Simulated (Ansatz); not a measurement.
# Ir(110) / 3 layers Pt(110) / Ir(110): resistance against film thickness, part 2 of 2

How does the resistance across the layers grow with the film in Ir(110) / 3 layers Pt(110) / Ir(110)?

Ansatz 0.2.0; Ansatz plane-wave DFT, PBEsol, PAW files; ballistic transport by layer matching (Landauer), zero bias.

So far. Step 3 (With 5 layers, film layers 5): The conductance of the junction is 1.1e15 S/m², 8.4 % under the 1.2e15 S/m² of the last finished run. Step 4 (With 6 layers, k-mesh 14×10×1, film layers 6): The conductance of the junction is 1.1e15 S/m², 4.6 % under the 1.1e15 S/m² of the last finished run, no more than the error estimates, leads' steps apart, of 4.2 and 4.5 % together.

## (5) With 8 layers, k-mesh 14×10×1, film layers 8

The stack now holds 8 film layers; the k-mesh follows the cell, and the energies span -0.27 to 0.27 eV.

System of this step: Ir(110) / 8 layers Pt(110) / Ir(110). The cell holds 20 atoms: 12 Ir and 8 Pt. Cell: a = 2.715 Å, b = 3.839 Å, c = 27.863 Å, α = 90.0°, β = 90.0°, γ = 90.0°. It derives from Ir and Pt. Regions: lead, 12 atoms (12 Ir); films, 8 atoms (8 Pt). The structure is stacked along c, and the current runs across the ab planes.

The input, input.yaml:

```yaml
crystal:
  lattice:
    - [2.7148657757, 0.0, 0.0]
    - [0.0, 3.8394, 0.0]
    - [0.0, 0.0, 27.8629580279]
  atoms:
    - { symbol: Ir, position: [0.0, 0.0, 0.0243590951] }
    - { symbol: Ir, position: [0.5, 0.5, 0.0730772853] }
    - { symbol: Ir, position: [0.0, 0.0, 0.1217954754] }
    - { symbol: Ir, position: [0.5, 0.5, 0.1705136656] }
    - { symbol: Ir, position: [0.0, 0.0, 0.2192318558] }
    - { symbol: Ir, position: [0.5, 0.5, 0.2679500459] }
    - { symbol: Pt, position: [0.0, 0.0, 0.3182704984] }
    - { symbol: Pt, position: [0.5, 0.5, 0.3701932131] }
    - { symbol: Pt, position: [0.0, 0.0, 0.4221159279] }
    - { symbol: Pt, position: [0.5, 0.5, 0.4740386426] }
    - { symbol: Pt, position: [0.0, 0.0, 0.5259613574] }
    - { symbol: Pt, position: [0.5, 0.5, 0.5778840721] }
    - { symbol: Pt, position: [0.0, 0.0, 0.6298067869] }
    - { symbol: Pt, position: [0.5, 0.5, 0.6817295016] }
    - { symbol: Ir, position: [0.0, 0.0, 0.7320499541] }
    - { symbol: Ir, position: [0.5, 0.5, 0.7807681442] }
    - { symbol: Ir, position: [0.0, 0.0, 0.8294863344] }
    - { symbol: Ir, position: [0.5, 0.5, 0.8782045246] }
    - { symbol: Ir, position: [0.0, 0.0, 0.9269227147] }
    - { symbol: Ir, position: [0.5, 0.5, 0.9756409049] }
kpoints:
  mp_grid: { grid: [14, 10, 1] }
hamiltonian:
  xc: pbesol
scf:
  occupations: { method: fermi_dirac, width: 0.1 }
output:
  transmission:
    leads: [[0, 1]]
    kmesh: [26, 20]
    e_range: [-0.27, 0.27]
    de: 0.036
  write_potential: true
  write_density: true
  volumetric_format: npy
```

Run with:

```bash
$ ansatz run input.yaml --threads 4 --pin off --max-ram 8192MiB --backend cpu --events-out ev --progress --plain --runs-dir out
```

The job ended after 4.6 min (4 threads of Arm Neoverse V2, shared host; peak memory 2.7 GiB; 16 min of CPU time).

Numbers from this step:

```yaml
free_energy: -240659.0882 eV
energy_at_zero_smearing: -240658.7073 eV
fermi_energy: 24.66 eV
step_of_the_lead_s_potential: 11.9 meV
estimated_errors_of_the_lead_s_conductance: 0, 4.4, 0.1 % (band edges, k-mesh, distance from neutral)
lead_conductance_per_cell: 2.745 G₀
conductance_of_the_junction: 1.06e15 S/m²
junction_conductance_per_cell: 1.421 G₀
estimated_errors_of_the_junction_s_conductance: 0.1, 0, 5.1, 64.8, 0.1 % (energy step, band edges, k-mesh, leads' steps, distance from neutral)
area_resistance_that_the_stack_adds_contact_term_taken_off_spin_by_spin: 0.4569 fΩ m²
```

Per spin. Transmission, zone mean against energy, zero at the Fermi level:

| energy (eV) | transmission, zone mean |
| --- | --- |
| -0.270 | 1.54 |
| -0.234 | 1.51 |
| -0.198 | 1.49 |
| -0.162 | 1.48 |
| -0.126 | 1.45 |
| -0.090 | 1.43 |
| -0.054 | 1.42 |
| -0.018 | 1.43 |
| 0.018 | 1.43 |
| 0.054 | 1.41 |
| 0.090 | 1.38 |
| 0.126 | 1.36 |
| 0.162 | 1.29 |
| 0.198 | 1.27 |
| 0.234 | 1.26 |
| 0.270 | 1.23 |

The conductance of the junction is 1.1e15 S/m², 2.8 % under the 1.1e15 S/m² of the last finished run, within the error estimates, leads' steps apart, of 4.5 and 5.1 %. The estimate from the leads' steps, 65 %, is larger still.

## (6) With 10 layers, k-mesh 14×10×1, film layers 10

The stack now holds 10 film layers; the k-mesh follows the cell, and the energies span -0.27 to 0.27 eV.

System of this step: Ir(110) / 10 layers Pt(110) / Ir(110). The cell holds 22 atoms: 12 Ir and 10 Pt. Cell: a = 2.715 Å, b = 3.839 Å, c = 30.756 Å, α = 90.0°, β = 90.0°, γ = 90.0°. It derives from Ir and Pt. Regions: lead, 12 atoms (12 Ir); films, 10 atoms (10 Pt). The structure is stacked along c, and the current runs across the ab planes.

The input, input.yaml:

```yaml
crystal:
  lattice:
    - [2.7148657757, 0.0, 0.0]
    - [0.0, 3.8394, 0.0]
    - [0.0, 0.0, 30.7563988714]
  atoms:
    - { symbol: Ir, position: [0.0, 0.0, 0.0220674874] }
    - { symbol: Ir, position: [0.5, 0.5, 0.0662024621] }
    - { symbol: Ir, position: [0.0, 0.0, 0.1103374369] }
    - { symbol: Ir, position: [0.5, 0.5, 0.1544724117] }
    - { symbol: Ir, position: [0.0, 0.0, 0.1986073864] }
    - { symbol: Ir, position: [0.5, 0.5, 0.2427423612] }
    - { symbol: Pt, position: [0.0, 0.0, 0.2883288637] }
    - { symbol: Pt, position: [0.5, 0.5, 0.335366894] }
    - { symbol: Pt, position: [0.0, 0.0, 0.3824049243] }
    - { symbol: Pt, position: [0.5, 0.5, 0.4294429546] }
    - { symbol: Pt, position: [0.0, 0.0, 0.4764809849] }
    - { symbol: Pt, position: [0.5, 0.5, 0.5235190151] }
    - { symbol: Pt, position: [0.0, 0.0, 0.5705570454] }
    - { symbol: Pt, position: [0.5, 0.5, 0.6175950757] }
    - { symbol: Pt, position: [0.0, 0.0, 0.664633106] }
    - { symbol: Pt, position: [0.5, 0.5, 0.7116711363] }
    - { symbol: Ir, position: [0.0, 0.0, 0.7572576388] }
    - { symbol: Ir, position: [0.5, 0.5, 0.8013926136] }
    - { symbol: Ir, position: [0.0, 0.0, 0.8455275883] }
    - { symbol: Ir, position: [0.5, 0.5, 0.8896625631] }
    - { symbol: Ir, position: [0.0, 0.0, 0.9337975379] }
    - { symbol: Ir, position: [0.5, 0.5, 0.9779325126] }
kpoints:
  mp_grid: { grid: [14, 10, 1] }
hamiltonian:
  xc: pbesol
scf:
  occupations: { method: fermi_dirac, width: 0.1 }
output:
  transmission:
    leads: [[0, 1]]
    kmesh: [26, 20]
    e_range: [-0.27, 0.27]
    de: 0.036
  write_potential: true
  write_density: true
  volumetric_format: npy
```

Elapsed: 5.2 min, on 4 threads; peak memory 3.2 GiB; 18 min of CPU time.

This step gave:

| Quantity | Value |
| --- | --- |
| free energy | -265426.7955 eV |
| energy at zero smearing | -265426.3700 eV |
| Fermi energy | 24.52 eV |
| step of the lead's potential | 12.8 meV |
| estimated errors of the lead's conductance | 0, 4.4, 0.3 % (band edges, k-mesh, distance from neutral) |
| lead conductance per cell | 2.741 G₀ |
| conductance of the junction | 1.03e15 S/m² |
| junction conductance per cell | 1.381 G₀ |
| estimated errors of the junction's conductance | 0.2, 0.2, 4.7, 114.7, 0.2 % (energy step, band edges, k-mesh, leads' steps, distance from neutral) |
| area resistance that the stack adds (contact term taken off, spin by spin) | 0.4836 fΩ m² |

Per spin. The transmission, zone mean by energy, zero at the Fermi level:

| energy (eV) | transmission, zone mean |
| --- | --- |
| -0.270 | 1.53 |
| -0.234 | 1.49 |
| -0.198 | 1.45 |
| -0.162 | 1.46 |
| -0.126 | 1.45 |
| -0.090 | 1.41 |
| -0.054 | 1.38 |
| -0.018 | 1.39 |
| 0.018 | 1.38 |
| 0.054 | 1.36 |
| 0.090 | 1.34 |
| 0.126 | 1.30 |
| 0.162 | 1.29 |
| 0.198 | 1.25 |
| 0.234 | 1.23 |
| 0.270 | 1.18 |

The conductance of the junction is 1.0e15 S/m², 2.8 % under the 1.1e15 S/m² of the last finished run, within the error estimates, leads' steps apart, of 5.1 and 4.7 %. The estimate from the leads' steps, 115 %, is larger still.

## (7) All levels side by side

Times are for 4 threads of Arm Neoverse V2, shared host. The runs compared:

| no. | film layers | area resistance that the stack adds (contact term taken off, spin by spin) (fΩ m²) | conductance of the junction (S/m²) | time | memory (GiB) |
| --- | --- | --- | --- | --- | --- |
| 1 | 3 | 0.3139 | 1.24e15 | 14 min | 3.2 |
| 2 | 5 | 0.3873 | 1.14e15 | 7.1 min | 4.0 |
| 3 | 6 | 0.4289 | 1.09e15 | 4.1 min | 2.1 |
| 4 | 8 | 0.4569 | 1.06e15 | 4.6 min | 2.7 |
| 5 | 10 | 0.4836 | 1.03e15 | 5.2 min | 3.2 |

## (8) With 5 layers

The same run once more with an input made wrong on purpose.

This step: Ansatz plane-wave DFT, PBEsol, PAW files; ballistic transport by layer matching (Landauer), zero bias; changed: output.transmission.temperature = 0.5, scf.max_iter = 50 (Ansatz 0.2.0).

System of this step: Ir(110) / 5 layers Pt(110) / Ir(110). The cell holds 17 atoms: 12 Ir and 5 Pt. Cell: a = 2.715 Å, b = 3.839 Å, c = 23.640 Å, α = 85.3°, β = 86.7°, γ = 90.0°. It derives from Ir and Pt. Regions: lead, 12 atoms (12 Ir); films, 5 atoms (5 Pt). The structure is stacked along c, and the current runs across the ab planes.

The input, input.yaml:

```yaml
crystal:
  lattice:
    - [2.7148657757, 0.0, 0.0]
    - [0.0, 3.8394, 0.0]
    - [1.3574328878, 1.9197, 23.5227967627]
  atoms:
    - { symbol: Ir, position: [0.9855732197, 0.9855732197, 0.0288535607] }
    - { symbol: Ir, position: [0.456719659, 0.456719659, 0.0865606821] }
    - { symbol: Ir, position: [0.9278660983, 0.9278660983, 0.1442678034] }
    - { symbol: Ir, position: [0.3990125376, 0.3990125376, 0.2019749248] }
    - { symbol: Ir, position: [0.8701589769, 0.8701589769, 0.2596820462] }
    - { symbol: Ir, position: [0.3413054162, 0.3413054162, 0.3173891676] }
    - { symbol: Pt, position: [0.8115029087, 0.8115029087, 0.3769941826] }
    - { symbol: Pt, position: [0.2807514544, 0.2807514544, 0.4384970913] }
    - { symbol: Pt, position: [0.75, 0.75, 0.5] }
    - { symbol: Pt, position: [0.2192485456, 0.2192485456, 0.5615029087] }
    - { symbol: Pt, position: [0.6884970913, 0.6884970913, 0.6230058174] }
    - { symbol: Ir, position: [0.1586945838, 0.1586945838, 0.6826108324] }
    - { symbol: Ir, position: [0.6298410231, 0.6298410231, 0.7403179538] }
    - { symbol: Ir, position: [0.1009874624, 0.1009874624, 0.7980250752] }
    - { symbol: Ir, position: [0.5721339017, 0.5721339017, 0.8557321966] }
    - { symbol: Ir, position: [0.043280341, 0.043280341, 0.9134393179] }
    - { symbol: Ir, position: [0.5144267803, 0.5144267803, 0.9711464393] }
kpoints:
  mp_grid: { grid: [14, 10, 2] }
hamiltonian:
  xc: pbesol
scf:
  occupations: { method: fermi_dirac, width: 0.1 }
  max_iter: 50
output:
  transmission:
    leads: [[0, 1]]
    kmesh: [26, 20]
    e_range: [-0.27, 0.27]
    de: 0.036
    temperature: 0.5
  write_potential: true
  write_density: true
  volumetric_format: npy
```

Run time: 0.11 s. Hardware: 4 threads; peak memory 0.092 GiB.

The input was rejected at the start.

The program's message: “Error: invalid value for `output.transmission.temperature`: must be finite and ≥ 1.2; got 0.5 K”

The change that led to it: output.transmission.temperature = 0.5.

## (9) What came out

* area resistance, 3 layers: 0.314 fΩ m²
* area resistance, 5 layers: 0.387 fΩ m²
* area resistance, 6 layers: 0.429 fΩ m²
* area resistance, 8 layers: 0.457 fΩ m²
* area resistance, 10 layers: 0.484 fΩ m²

In words: The stack adds 0.31 fΩ m² with 3 layers and 0.48 fΩ m² with 10. From 5 to 10 layers it grows by 25 %, though no single step exceeds the two runs' error estimates together; nothing scatters inside a perfect film, so this is no ohmic growth. Atoms sit on ideal sites and aren't relaxed. Spin-orbit coupling is left out, which matters for Ir and Pt. The program's estimate of the error from the leads' steps alone runs to 115 %, although the steps are small; only longer leads would test it. Pt(110) is compressed by 2.1 % in plane to fit Ir(110), at its own atomic volume.

[Logs are printed without paths, hosts, clocks, repeated set-up lines and the standing remarks that a program may print on its own settings, such as how far it seeks lower states.]

[Hosts, paths, dates, database ids (printed as entryN), source tags and the programs' standing remarks are cut or masked in the printed files.]
